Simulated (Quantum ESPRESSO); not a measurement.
# Se in Quantum ESPRESSO: the effect of functional

Se:

```
Se
1.0
     4.36620    0.00000    0.00000
    -2.18310    3.78124    0.00000
     0.00000    0.00000    4.95360
Se
3
Direct
  0.77460 0.77460 0.00000
  0.00000 0.22540 0.66667
  0.22540 0.00000 0.33333
```

Alike in all runs:

| Property | Result |
| --- | --- |
| Program | Quantum ESPRESSO 7.5 |
| Task | dielectric tensor |
| Cutoff | 612 eV |
| Density cutoff | 4898 eV |
| k mesh | 6 × 6 × 6, shifted |
| Occupations | fermi-dirac, width 0.05 eV |
| Spin | no spin polarisation |

| functional | potentials or basis | pressure (GPa) | largest force (eV/Å) | dielectric constant (mean) |
| --- | --- | --- | --- | --- |
| LDA | GBRV 1.5 LDA | -1.2 | 0.24 | 11.80 |
| PBEsol | GBRV 1.5 PBEsol | 0.2 | 0.30 | 11.47 |
| WC | GBRV 1.5 PBE | ? | ? | ? |
| BLYP | GBRV 1.5 PBE | 6.2 | 0.68 | 10.82 |
| AM05 | GBRV 1.5 PBE | 0.8 | 0.19 | 11.19 |

Problem. What does the run with functional WC give?

Solution. Pressure 0.3 GPa; largest force 0.37 eV/Å; dielectric constant 11.53 mean.

Caveats: the potentials were made for another functional, which shifts forces and pressure (some runs); the cell is more than 3 GPa from zero pressure, which shifts response properties (some runs).

Runs at the PBE level aren't shown here.
